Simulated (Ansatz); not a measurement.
**How settings move the G0W0 gap of LiH (CsCl type)**

LiH in the CsCl structure, relaxed with r2SCAN; one-shot G0W0 in Ansatz without spin-orbit coupling. These are computed values for a spin-unpolarised cell that may be hypothetical; none is a measurement.

Space group Pm-3m (No. 221). a = 2.502 Å, b = 2.502 Å, c = 2.502 Å, α = 90.00°, β = 90.00°, γ = 90.00°
```json
{"atom": "Li", "site": "1a", "symmetry": "m-3m", "x": "0.0000", "y": "0.0000", "z": "0.0000"}
{"atom": "H", "site": "1b", "symmetry": "m-3m", "x": "0.5000", "y": "0.5000", "z": "0.5000"}
```

Gaps are read over the mesh points alone. G0W0 here is at a finite number of bands, screening cutoff and k mesh, not at the basis limit.
```
 start       potentials      frequency model      mesh  empty bands  screening cutoff (eV)  Kohn-Sham gap (eV)  G0W0 gap (eV)
   PBE              PAW  contour deformation     6×6×6           35                    100                0.69           2.00
   PBE              PAW  contour deformation     6×6×6           85                    180                0.69           2.20
   PBE              PAW  contour deformation     6×6×6          166                    260                0.69           2.27
 HSE06              PAW  contour deformation     6×6×6           85                    180                1.41           2.64
r2SCAN              PAW  contour deformation     6×6×6           85                    180                1.12           2.52
  PBE0              PAW  contour deformation     6×6×6           85                    180                2.14           2.87
   PBE              PAW     Godby-Needs pole     6×6×6           85                    180                0.69           2.17
   PBE              PAW  contour deformation  10×10×10           25                     80                0.71           1.93
   PBE  norm-conserving  contour deformation     6×6×6           85                    180                0.69           2.19
```

G0W0 moves the gap on the mesh from 0.69 eV (PBE) to 2.27 eV (R to X). Renormalisation factors Z lie between 0.65 and 0.79.

Raising bands and cutoff together moves the gap by +0.20 eV (100 to 180 eV), then +0.07 eV (180 to 260 eV); the last step is still large, so the basis limit isn't reached. Starting from HSE06 (1.41 eV against PBE's 0.69 eV) gives 2.64 eV, +0.44 eV from G0W0@PBE at the same screening cutoff. Starting from r2SCAN (1.12 eV against PBE's 0.69 eV) gives 2.52 eV, +0.32 eV from G0W0@PBE at the same screening cutoff. Starting from PBE0 (2.14 eV against PBE's 0.69 eV) gives 2.87 eV, +0.67 eV from G0W0@PBE at the same screening cutoff. The Godby-Needs plasmon pole differs from contour deformation by -0.03 eV. Norm-conserving potentials (wave cutoff 1034 eV against 420 eV) shift the quasiparticle gap by -0.01 eV and the PBE gap by 0.00 eV. r2SCAN runs take a wave cutoff of 500 eV.

The program warns that the k mesh is coarse for exact exchange in some of these runs, so their gaps aren't converged.
